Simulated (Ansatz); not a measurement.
The system is CoO.

```xyz
2
Lattice="0.0000 2.1315 2.1315 2.1315 0.0000 2.1315 2.1315 2.1315 0.0000" Properties=species:S:1:pos:R:3 pbc="T T T"
Co    0.0000    0.0000    0.0000
O     2.1315    2.1315    2.1315
```

Base run:

```yaml
Program: Ansatz 0.2.0
Functional: PBEsol
Potentials_or_basis: Ansatz PAW
Cutoff: "420 eV (not typed: the program's choice for these potentials)"
k_mesh: 11 × 11 × 11
Occupations: fermi-dirac, width 0.05 eV
Spin: collinear spin, random start
Starting_moments: "[1.71, 0.0] μB"
```

Its results: band gap on the k mesh none (metal or under the smearing width); pressure -10.8 GPa.

Q: After a change of settings the same cell gave: band gap on the k mesh none (metal or under the smearing width); pressure -28.2 GPa. Which change was it?
A. spin from collinear spin, random start to no spin polarisation
B. spin from collinear spin, random start to collinear spin, ferromagnetic start; moments at the start from [1.71, 0.0] to [3.5, 0.0]
C. spin from collinear spin, random start to collinear spin, ferromagnetic start; moments at the start from [1.71, 0.0] to [2.0, 0.0]

A: A.

Caveats: semilocal functionals often make such compounds metallic where correlation or magnetic order opens a gap, which also shifts bond lengths; the PAW data sets come from PBE, with cores solved anew for the run's functional, which leaves a small shift of forces and pressure; a cell with one magnetic atom can't hold antiferromagnetic order, which such compounds often take (some runs); a pressure of tens of GPa on the cell as given is suspect, and the run, the potentials or the cell itself is likely at fault (some runs); an odd number of electrons without spin polarisation forces a metal (some runs); a magnetic or distorted state may lie lower (some runs).
